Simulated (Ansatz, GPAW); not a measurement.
## Ballistic transport through butane-1,4-dithiol between two Pd chains, from relaxation to T(E)

Wanted: T(E) of butane-1,4-dithiol between two Pd chains at a relaxed geometry in two programs, beside the unrelaxed structure.

Method: Ansatz plane waves; relaxation of the junction with the lead ends held, in the first sound run; inputs show where later runs differ, in GPAW 26.7.0 and Ansatz 0.2.0.

### Step 1. The starting structure

The cell holds 30 atoms: 16 Pd, 2 S, 8 H and 4 C. Its edges and angles: a = 11.001 Å, b = 9.382 Å, c = 46.499 Å, α = 90.0°, β = 90.0°, γ = 90.0°. Regions: left lead, 8 atoms (8 Pd); channel, 14 atoms (2 S, 8 H and 4 C); right lead, 8 atoms (8 Pd). Vacuum lies along a and b. The structure is stacked along c, and the current runs across the ab planes.

### Step 2. Relaxing the atoms

Transmission follows bond lengths closely, so the atoms between the held lead ends are relaxed first, from a slightly shaken start that lets symmetry break.

input.yaml reads:

```yaml
crystal:
  lattice:
    - [11.0012535339, 0.0, 0.0]
    - [0.0, 9.382345116, 0.0]
    - [0.0, 0.0, 46.4990672789]
  atoms:
    - { symbol: Pd, position: [0.5, 0.5, 0.0268822596] }
    - { symbol: Pd, position: [0.5, 0.5, 0.0806467789] }
    - { symbol: Pd, position: [0.5, 0.5, 0.1344112982] }
    - { symbol: Pd, position: [0.5, 0.5, 0.1881758175] }
    - { symbol: Pd, position: [0.5, 0.5, 0.2419403368] }
    - { symbol: Pd, position: [0.5, 0.5, 0.2957048561] }
    - { symbol: Pd, position: [0.5042939865, 0.5023766448, 0.3488436282] }
    - { symbol: Pd, position: [0.4994218719, 0.4990831826, 0.4047580665] }
    - { symbol: S, position: [0.351508712, 0.420393387, 0.4370865236] }
    - { symbol: H, position: [0.3759542105, 0.62261501, 0.4673165186] }
    - { symbol: C, position: [0.3747404049, 0.5080154534, 0.4715009384] }
    - { symbol: H, position: [0.5702690697, 0.4906985105, 0.472752708] }
    - { symbol: H, position: [0.2951810259, 0.4818867941, 0.4850571367] }
    - { symbol: C, position: [0.4871817385, 0.4630094341, 0.4852084192] }
    - { symbol: H, position: [0.4893933165, 0.3413484296, 0.4889632514] }
    - { symbol: H, position: [0.5097541103, 0.6519154779, 0.5103048406] }
    - { symbol: C, position: [0.5067652928, 0.5374930671, 0.513705675] }
    - { symbol: H, position: [0.7031225924, 0.5140762887, 0.5151266597] }
    - { symbol: H, position: [0.4354425641, 0.513773829, 0.5296984061] }
    - { symbol: C, position: [0.6247094287, 0.4887030822, 0.5287361231] }
    - { symbol: H, position: [0.6270649465, 0.3785731865, 0.5331863553] }
    - { symbol: S, position: [0.6450574617, 0.5868390123, 0.5629354654] }
    - { symbol: Pd, position: [0.5019091254, 0.5014345224, 0.5969285046] }
    - { symbol: Pd, position: [0.5006029367, 0.4976889695, 0.6508796814] }
    - { symbol: Pd, position: [0.5, 0.5, 0.7042951439] }
    - { symbol: Pd, position: [0.5, 0.5, 0.7580596632] }
    - { symbol: Pd, position: [0.5, 0.5, 0.8118241825] }
    - { symbol: Pd, position: [0.5, 0.5, 0.8655887018] }
    - { symbol: Pd, position: [0.5, 0.5, 0.9193532211] }
    - { symbol: Pd, position: [0.5, 0.5, 0.9731177404] }
kpoints:
  mp_grid: { grid: [1, 1, 2] }
hamiltonian:
  xc: pbe
scf:
  occupations: { method: fermi_dirac, width: 0.1 }
relax:
  f_tol: 0.03
  max_steps: 80
  constraints: [{ sites: [0, 1, 2, 3, 4, 5, 24, 25, 26, 27, 28, 29] }]
```

Started as:

```sh
> ansatz run input.yaml --threads 4 --pin off --max-ram 8192MiB --backend cpu --events-out ev --progress --plain --runs-dir out
```

Numbers of over 12 decimals in the logs are rounded to 6 here.

The program printed:

```text
Engine: ansatz 0.2.0, aarch64-unknown-linux-gnu
Pseudopotentials: kind: paw
Pseudopotential: Pd, paw, valence charge 18, recommended cutoff 420 eV (normal), Pd.paw.azcp
Pseudopotential: S, paw, valence charge 6, recommended cutoff 420 eV (normal), S.paw.azcp
Pseudopotential: H, paw, valence charge 1, recommended cutoff 420 eV (normal), H.paw.azcp
Pseudopotential: C, paw, valence charge 4, recommended cutoff 420 eV (normal), C.paw.azcp
Functional definition: PBE
  parameter kappa = 0.804
  parameter beta = 0.066725
  exchange = pbe_x(kappa = kappa, mu = beta*pi^2/3)
  correlation = pbe_c(beta = beta)
Crystal: 30 atoms, lattice volume = 4799.520 Å³
Basis set: ecut = 420 eV, 93937 PW (Γ), exchange–correlation on 150×128×640 points (8 copies of the dense FFT grid, shifted against one another)
Bands: 195, of which v1, the nominal top of the filled ones, is band 162 counted from 1 (161 counted from 0)
Symmetry: 1 space group operations
Space group: P1 (ITA 1), of the structure as read, at distance tolerance 1.7e-4 Å
k-points: 2
Non-local potential: Pd, projectors of the file, l = 0: 2, l = 1: 2, l = 2: 2, l = 3: 1
Non-local potential: S, projectors of the file, l = 0: 2, l = 1: 2, l = 2: 2
Non-local potential: H, projectors of the file, l = 0: 2, l = 1: 1
Non-local potential: C, projectors of the file, l = 0: 2, l = 1: 2, l = 2: 1
PAW form: soft (Blöchl's): semilocal exchange-correlation on the pseudo side does not see the compensation charge
PAW one-centre angular grid: Pd, 590 points (default); XC on 64 Gauss nodes
PAW one-centre angular grid: S, 110 points (default); XC on 64 Gauss nodes
PAW one-centre angular grid: H, 110 points (default); XC on 64 Gauss nodes
PAW one-centre angular grid: C, 110 points (default); XC on 64 Gauss nodes
Initial density: superposition of atomic densities (neutral atoms: chi_scale 0, normalization atom), corrected by the library's trained network
Initial wavefunctions: pseudopotential atomic-orbital guess
Functional: x = pbe(κ = 0.804, μ = 0.219515), c = pbe(β = 0.066725)
SCF iter   1: F=—  HF=-114462.680827 eV  |F-HF|=—  |Δ(HF+E_count)|=         —  Δρ=4.36e-3  dr2=1.03e0  ethr=1.77e-3  ⟨swp⟩=11.5  Hψ=2104  notcnv=0  defer=21
preconditioner: auto → LDOS  [metal: Δε(μ)=0.014 eV  Ē_g=4.997 eV  σ=0.100 eV  W_gap=0.03  n_scr=422 (ndim 8)  ℏωp=7.5 eV  f_vac=0.805  D(μ)=51.79/eV (n_scr^D=224)  β→1.0]
SCF iter   2: F=—  HF=-114462.544722 eV  |F-HF|=—  |Δ(HF+E_count)|=   1.36e-1  Δρ=2.66e-3  dr2=2.66e-1  ethr=3.19e-4  ⟨swp⟩=2.0  Hψ=678  notcnv=0  defer=28
SCF iter   3: F=—  HF=-114462.560272 eV  |F-HF|=—  |Δ(HF+E_count)|=   1.56e-2  Δρ=1.16e-3  dr2=8.73e-2  ethr=8.21e-5  ⟨swp⟩=2.0  Hψ=656  notcnv=0  defer=28
SCF iter   4: F=—  HF=-114462.550972 eV  |F-HF|=—  |Δ(HF+E_count)|=   9.30e-3  Δρ=4.06e-4  dr2=1.27e-2  ethr=2.70e-5  ⟨swp⟩=2.0  Hψ=545  notcnv=0  defer=28
SCF iter   5: F=—  HF=-114462.549964 eV  |F-HF|=—  |Δ(HF+E_count)|=   1.01e-3  Δρ=1.51e-4  dr2=2.36e-3  ethr=3.91e-6  ⟨swp⟩=2.5  Hψ=603  notcnv=0  defer=28
SCF iter   6: F=—  HF=-114462.550048 eV  |F-HF|=—  |Δ(HF+E_count)|=   8.41e-5  Δρ=8.32e-5  dr2=6.60e-4  ethr=7.29e-7  ⟨swp⟩=3.0  Hψ=553  notcnv=0  defer=28
SCF iter   7: F=—  HF=-114462.550182 eV  |F-HF|=—  |Δ(HF+E_count)|=   1.34e-4  Δρ=4.56e-5  dr2=1.98e-4  ethr=2.04e-7  ⟨swp⟩=1.0  Hψ=362  notcnv=0  defer=28
SCF iter   8: F=—  HF=-114462.550239 eV  |F-HF|=—  |Δ(HF+E_count)|=   5.68e-5  Δρ=2.36e-5  dr2=5.02e-5  ethr=6.11e-8  ⟨swp⟩=1.0  Hψ=362  notcnv=0  defer=28
SCF iter   9: F=-114462.550260 eV  HF=-114462.550261 eV  |F-HF|=8.62e-7  |Δ(HF+E_count)|=   2.15e-5  Δρ=9.04e-6  dr2=7.28e-6  ethr=6.94e-9  ⟨swp⟩=4.0  Hψ=1199  notcnv=0
SCF 1 converged in 9 iterations: F = -114462.550260 eV  dr2 = 7.28e-6
  greatest PAW one-centre occupation: 0.999 electrons in one spin orbital (limit 2), on the Pd atom at site 6 (counted from 0), in its partial waves of l = 0
relax step   1: F+E_penalty+E_count = -114462.55025979 eV  Δ(F+E_penalty+E_count) = +0.000e0 eV  max|allowed force component| = 2.149e0 eV/Å  Δτ_max = 0.0000 Å  (9 SCF iters, dr2 threshold 2.25e-5 eV, accepted)
Initial density: handed on by an earlier stage of this run
Initial wavefunctions: those handed on with the density
iter 1 solved again at ethr=4.79e-4 eV; its pass at ethr=3.10e-3 eV (dr2=1.55e0 eV) is discarded
SCF iter   1: F=—  HF=-114463.233037 eV  |F-HF|=—  |Δ(HF+E_count)|=         —  Δρ=5.76e-3  dr2=1.57e0  ethr=4.79e-4  ⟨swp⟩=2.0  Hψ=1331  notcnv=0  defer=26
preconditioner: auto → LDOS  [metal: Δε(μ)=0.025 eV  Ē_g=5.095 eV  σ=0.100 eV  W_gap=0.06  n_scr=422 (ndim 8)  ℏωp=7.5 eV  f_vac=0.805  D(μ)=53.77/eV (n_scr^D=232)  β→1.0]
SCF iter   2: F=—  HF=-114463.121832 eV  |F-HF|=—  |Δ(HF+E_count)|=   1.11e-1  Δρ=1.94e-3  dr2=3.07e-1  ethr=4.79e-4  ⟨swp⟩=3.0  Hψ=604  notcnv=0  defer=26
SCF iter   3: F=—  HF=-114463.077435 eV  |F-HF|=—  |Δ(HF+E_count)|=   4.44e-2  Δρ=8.01e-4  dr2=3.64e-2  ethr=9.48e-5  ⟨swp⟩=3.0  Hψ=610  notcnv=0  defer=26
SCF iter   4: F=—  HF=-114463.070101 eV  |F-HF|=—  |Δ(HF+E_count)|=   7.33e-3  Δρ=1.91e-4  dr2=3.28e-3  ethr=1.12e-5  ⟨swp⟩=2.0  Hψ=652  notcnv=0  defer=27
SCF iter   5: F=—  HF=-114463.070510 eV  |F-HF|=—  |Δ(HF+E_count)|=   4.09e-4  Δρ=1.09e-4  dr2=1.23e-3  ethr=1.01e-6  ⟨swp⟩=2.0  Hψ=413  notcnv=0  defer=27
SCF iter   6: F=—  HF=-114463.070692 eV  |F-HF|=—  |Δ(HF+E_count)|=   1.82e-4  Δρ=9.23e-5  dr2=4.81e-4  ethr=3.80e-7  ⟨swp⟩=2.0  Hψ=421  notcnv=0  defer=27
SCF iter   7: F=—  HF=-114463.070669 eV  |F-HF|=—  |Δ(HF+E_count)|=   2.28e-5  Δρ=3.75e-5  dr2=1.34e-4  ethr=1.49e-7  ⟨swp⟩=2.0  Hψ=445  notcnv=0  defer=27
SCF iter   8: F=-114463.070746 eV  HF=-114463.070749 eV  |F-HF|=2.95e-6  |Δ(HF+E_count)|=   7.95e-5  Δρ=1.79e-5  dr2=2.96e-5  ethr=3.09e-8  ⟨swp⟩=3.0  Hψ=1163  notcnv=0
SCF 2 converged in 8 iterations: F = -114463.070746 eV  dr2 = 2.96e-5
relax step   2: F+E_penalty+E_count = -114463.07074564 eV  Δ(F+E_penalty+E_count) = -5.205e-1 eV  max|allowed force component| = 9.536e-1 eV/Å  Δτ_max = 0.1937 Å  (8 SCF iters, dr2 threshold 1.00e-4 eV, accepted)
iter 1 solved again at ethr=2.47e-4 eV; its pass at ethr=3.10e-3 eV (dr2=8.01e-1 eV) is discarded
SCF iter   1: F=—  HF=-114463.405372 eV  |F-HF|=—  |Δ(HF+E_count)|=         —  Δρ=5.56e-3  dr2=8.39e-1  ethr=2.47e-4  ⟨swp⟩=2.0  Hψ=1347  notcnv=0  defer=25
preconditioner: auto → LDOS  [metal: Δε(μ)=0.015 eV  Ē_g=5.126 eV  σ=0.100 eV  W_gap=0.04  n_scr=422 (ndim 8)  ℏωp=7.5 eV  f_vac=0.805  D(μ)=53.68/eV (n_scr^D=232)  β→1.0]
SCF iter   2: F=—  HF=-114463.310492 eV  |F-HF|=—  |Δ(HF+E_count)|=   9.49e-2  Δρ=2.17e-3  dr2=4.23e-1  ethr=2.47e-4  ⟨swp⟩=3.0  Hψ=865  notcnv=0  defer=25
[...]
relax step  11: F+E_penalty+E_count = -114463.77450920 eV  Δ(F+E_penalty+E_count) = -3.660e-2 eV  max|allowed force component| = 2.034e-1 eV/Å  Δτ_max = 0.1949 Å  (8 SCF iters, dr2 threshold 4.68e-5 eV, accepted)
relax step  12: F+E_penalty+E_count = -114463.80042507 eV  Δ(F+E_penalty+E_count) = -2.592e-2 eV  max|allowed force component| = 2.306e-1 eV/Å  Δτ_max = 0.1949 Å  (8 SCF iters, dr2 threshold 2.04e-5 eV, accepted)
relax step  13: F+E_penalty+E_count = -114463.82010471 eV  Δ(F+E_penalty+E_count) = -1.968e-2 eV  max|allowed force component| = 1.702e-1 eV/Å  Δτ_max = 0.1950 Å  (9 SCF iters, dr2 threshold 2.62e-5 eV, accepted)
relax step  14: F+E_penalty+E_count = -114463.83220785 eV  Δ(F+E_penalty+E_count) = -1.210e-2 eV  max|allowed force component| = 1.416e-1 eV/Å  Δτ_max = 0.1375 Å  (9 SCF iters, dr2 threshold 1.58e-5 eV, accepted)
relax step  15: F+E_penalty+E_count = -114463.83906386 eV  Δ(F+E_penalty+E_count) = -6.856e-3 eV  max|allowed force component| = 8.324e-2 eV/Å  Δτ_max = 0.1311 Å  (10 SCF iters, dr2 threshold 1.09e-5 eV, accepted)
relax step  16: F+E_penalty+E_count = -114463.84163425 eV  Δ(F+E_penalty+E_count) = -2.570e-3 eV  max|allowed force component| = 4.889e-2 eV/Å  Δτ_max = 0.0690 Å  (9 SCF iters, dr2 threshold 2.40e-6 eV, accepted)
SCF iter   1: F=—  HF=-114463.846355 eV  |F-HF|=—  |Δ(HF+E_count)|=         —  Δρ=6.99e-4  dr2=2.09e-2  ethr=6.86e-5  ⟨swp⟩=3.0  Hψ=711  notcnv=0  defer=27
preconditioner: auto → LDOS  [metal: Δε(μ)=0.018 eV  Ē_g=5.185 eV  σ=0.100 eV  W_gap=0.05  n_scr=422 (ndim 8)  ℏωp=7.5 eV  f_vac=0.805  D(μ)=54.54/eV (n_scr^D=240)  β→1.0]
SCF iter   2: F=—  HF=-114463.844219 eV  |F-HF|=—  |Δ(HF+E_count)|=   2.14e-3  Δρ=3.70e-4  dr2=7.44e-3  ethr=6.45e-6  ⟨swp⟩=2.0  Hψ=748  notcnv=0  defer=27
SCF iter   3: F=—  HF=-114463.842623 eV  |F-HF|=—  |Δ(HF+E_count)|=   1.60e-3  Δρ=1.02e-4  dr2=8.06e-4  ethr=2.30e-6  ⟨swp⟩=2.0  Hψ=657  notcnv=0  defer=27
SCF iter   4: F=—  HF=-114463.842662 eV  |F-HF|=—  |Δ(HF+E_count)|=   3.95e-5  Δρ=4.34e-5  dr2=1.65e-4  ethr=2.49e-7  ⟨swp⟩=2.0  Hψ=557  notcnv=0  defer=27
SCF iter   5: F=—  HF=-114463.842706 eV  |F-HF|=—  |Δ(HF+E_count)|=   4.38e-5  Δρ=2.62e-5  dr2=5.58e-5  ethr=5.10e-8  ⟨swp⟩=2.0  Hψ=457  notcnv=0  defer=27
SCF iter   6: F=—  HF=-114463.842592 eV  |F-HF|=—  |Δ(HF+E_count)|=   1.14e-4  Δρ=1.42e-5  dr2=1.84e-5  ethr=1.72e-8  ⟨swp⟩=2.0  Hψ=369  notcnv=0  defer=27
SCF iter   7: F=—  HF=-114463.842597 eV  |F-HF|=—  |Δ(HF+E_count)|=   5.37e-6  Δρ=7.20e-6  dr2=4.51e-6  ethr=5.66e-9  ⟨swp⟩=2.0  Hψ=391  notcnv=0  defer=27
SCF iter   8: F=—  HF=-114463.842598 eV  |F-HF|=—  |Δ(HF+E_count)|=   7.89e-7  Δρ=3.76e-6  dr2=1.35e-6  ethr=1.39e-9  ⟨swp⟩=2.0  Hψ=400  notcnv=0  defer=27
SCF iter   9: F=—  HF=-114463.842598 eV  |F-HF|=—  |Δ(HF+E_count)|=   3.02e-7  Δρ=1.92e-6  dr2=3.62e-7  ethr=4.17e-10  ⟨swp⟩=2.0  Hψ=553  notcnv=0  defer=27
SCF iter  10: F=-114463.842598 eV  HF=-114463.842598 eV  |F-HF|=1.72e-7  |Δ(HF+E_count)|=   1.91e-7  Δρ=9.73e-7  dr2=9.60e-8  ethr=3.09e-11  ⟨swp⟩=4.0  Hψ=1261  notcnv=0
SCF 17 converged in 10 iterations: F = -114463.842598 eV  dr2 = 9.60e-8
relax step  17: F+E_penalty+E_count = -114463.84259837 eV  Δ(F+E_penalty+E_count) = -9.641e-4 eV  max|allowed force component| = 2.511e-2 eV/Å  Δτ_max = 0.0285 Å  (10 SCF iters, accepted)
SCF converged after 10 iterations
Free energy (F): -114463.842598 eV
Harris-Foulkes:  -114463.842598 eV  (|F-HF|=1.72e-7)
Internal energy: -114462.120101 eV  (E = F + TS)
E sigma→0 (E₀):  -114462.981350 eV
Entropy (-TS):   -1.722497 eV (-57.417 meV/atom)
Fermi energy:    -3.761827 eV
--- Per-component energies (eV) ---
  E_band       = -9029.122766
  E_kinetic    = 8917.678203
  E_local      = -114415.487555  (includes V_loc(G=0)·N_el)
  E_nonlocal   = 3693.585878
  E_hartree    = 50980.203967
  E_xc         = -3108.024991
  E_vxc        = -3820.381961  (∫ρ·V_xc dr)
  E_paw        = -61638.235589  (= ΣΔE_a)
  E_vpaw       = -5364.908929  (= ΣTr[D̂ρ^β])
  E_aug_tail   = -0.007678  (compensation charges beyond the density's cutoff)
  E_ewald      = 1108.167663
  E_smearing   = -1.722497  (= −TS)
  E_closure    = 0.000000  (closes the sum)
  Σ components = -114463.842598   (vs F -114463.842598, Δ=0.00e0)
--- Forces (eV/Å), atoms counted from 1 ---
  atom   1  Pd    -0.00038553     0.00009177    -0.00258678
  atom   2  Pd    -0.00187036    -0.00075795     0.00866651
  atom   3  Pd    -0.00500690    -0.00233503    -0.01553133
  atom   4  Pd    -0.00873519    -0.00304314     0.02772880
  atom   5  Pd    -0.02110901    -0.01160846     0.05957985
  atom   6  Pd     0.05105081     0.02238503    -0.06203861
  atom   7  Pd    -0.00038946     0.00066206    -0.00123425
  atom   8  Pd    -0.00283264    -0.00291496     0.00914851
  atom   9  S      0.00689558    -0.00553286    -0.00894518
  atom  10  H     -0.00509771     0.00009541    -0.00043584
  atom  11  C      0.00414472     0.00645616    -0.00023698
  atom  12  H     -0.00470384     0.00023681     0.00130134
  atom  13  H     -0.00070535    -0.00089629     0.00045562
  atom  14  C     -0.00112124    -0.00955541    -0.02510828
  atom  15  H     -0.00034595     0.00838651     0.00329038
  atom  16  H      0.00045292    -0.00890360    -0.00260309
  atom  17  C      0.00324274     0.00619325     0.01710815
  atom  18  H     -0.00029921     0.00075067     0.00002261
  atom  19  H      0.00426302    -0.00028227    -0.00138841
  atom  20  C     -0.00590172     0.00336223    -0.00927188
  atom  21  H      0.00459424     0.00305716     0.00153202
  atom  22  S      0.00092218    -0.00213896     0.01093830
  atom  23  Pd    -0.00337926    -0.00012538     0.00593295
  atom  24  Pd     0.00039816     0.00099339    -0.00011060
  atom  25  Pd    -0.05095310    -0.02213249     0.06123223
  atom  26  Pd     0.02085437     0.01158330    -0.05942638
  atom  27  Pd     0.00871712     0.00303033    -0.02734144
  atom  28  Pd     0.00500818     0.00233722     0.01536037
  atom  29  Pd     0.00188070     0.00075838    -0.00863490
  atom  30  Pd     0.00040421    -0.00008918     0.00258409
  max |Σ_I F_I| component: 6.37e-5 eV/Å
--- Relaxed structure (17 steps of the walk, 17 accepted, 0 SCFs on fresh bases) ---
  F+E_penalty+E_count = -114463.84259837 eV   max|allowed force component| = 2.511e-2 eV/Å
  atoms:
    - { symbol: Pd, position: [0.5, 0.500000, 0.026882] }
    - { symbol: Pd, position: [0.5, 0.500000, 0.080647] }
    - { symbol: Pd, position: [0.5, 0.500000, 0.134411] }
    - { symbol: Pd, position: [0.5, 0.500000, 0.188176] }
    - { symbol: Pd, position: [0.5, 0.500000, 0.241940] }
    - { symbol: Pd, position: [0.5, 0.500000, 0.295705] }
    - { symbol: Pd, position: [0.428946, 0.452892, 0.346111] }
    - { symbol: Pd, position: [0.564365, 0.527470, 0.387199] }
    - { symbol: S, position: [0.548462, 0.414572, 0.428259] }
    - { symbol: H, position: [0.514316, 0.633196, 0.455630] }
    - { symbol: C, position: [0.484090, 0.522313, 0.457895] }
    - { symbol: H, position: [0.625619, 0.460064, 0.487820] }
    - { symbol: H, position: [0.384519, 0.519873, 0.456030] }
    - { symbol: C, position: [0.525621, 0.459244, 0.486936] }
    - { symbol: H, position: [0.497695, 0.346658, 0.488046] }
    - { symbol: H, position: [0.501748, 0.653530, 0.511957] }
    - { symbol: C, position: [0.473856, 0.540932, 0.513075] }
    - { symbol: H, position: [0.614942, 0.480566, 0.544009] }
    - { symbol: H, position: [0.373859, 0.540079, 0.512191] }
    - { symbol: C, position: [0.515379, 0.477966, 0.542125] }
    - { symbol: H, position: [0.485249, 0.367047, 0.544403] }
    - { symbol: S, position: [0.450718, 0.585907, 0.571688] }
    - { symbol: Pd, position: [0.435704, 0.472758, 0.612718] }
    - { symbol: Pd, position: [0.570822, 0.547226, 0.653874] }
    - { symbol: Pd, position: [0.5, 0.500000, 0.704295] }
    - { symbol: Pd, position: [0.5, 0.500000, 0.758060] }
    - { symbol: Pd, position: [0.5, 0.500000, 0.811824] }
    - { symbol: Pd, position: [0.5, 0.500000, 0.865589] }
    - { symbol: Pd, position: [0.5, 0.500000, 0.919353] }
    - { symbol: Pd, position: [0.5, 0.500000, 0.973118] }
```

Wall time 19 min (4 threads of Arm Neoverse N1, shared host); peak memory 5.2 GiB.

The steps of the relaxation:

| step | energy less that of the first step (eV) | largest force component (eV/Å) |
| --- | --- | --- |
| 1 | 0.0000 | 2.1485 |
| 2 | -0.5205 | 0.9536 |
| 3 | -0.6778 | 0.3090 |
| 4 | -0.7850 | 0.1305 |
| 5 | -0.8648 | 0.1388 |
| 6 | -0.9665 | 0.1384 |
| 7 | -1.0420 | 0.1498 |
| 8 | -1.1001 | 0.1477 |
| 9 | -1.1489 | 0.1103 |
| 10 | -1.1876 | 0.2897 |
| 11 | -1.2242 | 0.2034 |
| 12 | -1.2502 | 0.2306 |
| 13 | -1.2698 | 0.1702 |
| 14 | -1.2819 | 0.1416 |
| 15 | -1.2888 | 0.0832 |
| 16 | -1.2914 | 0.0489 |
| 17 | -1.2923 | 0.0251 |

The atoms that moved most (Å):

```csv
atom,dx,dy,dz,length
S9,2.167,-0.055,-0.410,2.206
S22,-2.138,-0.009,0.407,2.176
H13,0.983,0.356,-1.350,1.707
H18,-0.970,-0.314,1.343,1.686
H21,-1.560,-0.108,0.522,1.649
H10,1.522,0.099,-0.543,1.619
C11,1.203,0.134,-0.633,1.366
C20,-1.203,-0.101,0.623,1.358
```

This step gave:

| Item | Value |
| --- | --- |
| free energy | -114463.8426 eV |
| smearing term TS | 1.722 eV |
| symmetry operations | 1 |

The relaxation lowered the energy of the cell by 1.29 eV.

(Part 1 of 4 ends here.)

[Logs are printed without paths, hosts, clocks, repeated set-up lines and the standing remarks that a program may print on its own settings, such as how far it seeks lower states.]

[Hosts, paths, dates, database ids (printed as entryN), source tags and the programs' standing remarks are cut or masked in the printed files.]
